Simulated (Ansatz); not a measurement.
## TePb from its elements: all-electron against pseudopotential results

```xyz
2
Lattice="3.9072 0.0000 0.0000 0.0000 3.9072 0.0000 0.0000 0.0000 3.9072" Properties=species:S:1:pos:R:3 pbc="T T T"
Te    1.9536    1.9536    1.9536
Pb    0.0000    0.0000    0.0000
```

The cell comes from a relaxation on PAW files under the same functional, begun from a database entry that needn't be the ground state.

All numbers are PBEsol results (scalar-relativistic) from Ansatz 0.2.0, with a Γ-centred 10×10×10 k mesh, Fermi–Dirac smearing of 0.05 eV, no spin polarisation. Methods: LAPW: all electrons, basis error target 0.5 meV/atom; PAW: frozen-core files, cutoff 420 eV; crystal datasets: all electrons, by PAW datasets that the program makes for each cell.

The elements are taken as Pb fcc, Te trigonal Te, each relaxed on PAW files under the same functional and computed by the same method as the compound; zero-point and thermal terms are left out. The functional lacks long-range dispersion, which matters for the layered or molecular reference states.

Spin–orbit coupling is left out, which matters for the heavy atoms. The PAW files were made under PBE.

Q: Give the formation energy by each method, with the residual pressure at this cell and the LAPW gap.

A: 

| method | ΔE(formation) (eV/atom) | P at this cell (GPa) | gap (eV) |
| --- | --- | --- | --- |
| LAPW | -0.177 | 0.03 | 0.00 |
| PAW | -0.178 | 0.03 | – |
| crystal datasets | -0.177 | 0.03 | – |

Q: Give the LAPW value for one formula unit in kJ/mol.

A: -0.177 eV/atom × 2 atoms × 96.485 kJ/(mol·eV) = -34.2 kJ/mol, at zero temperature and without zero-point motion.
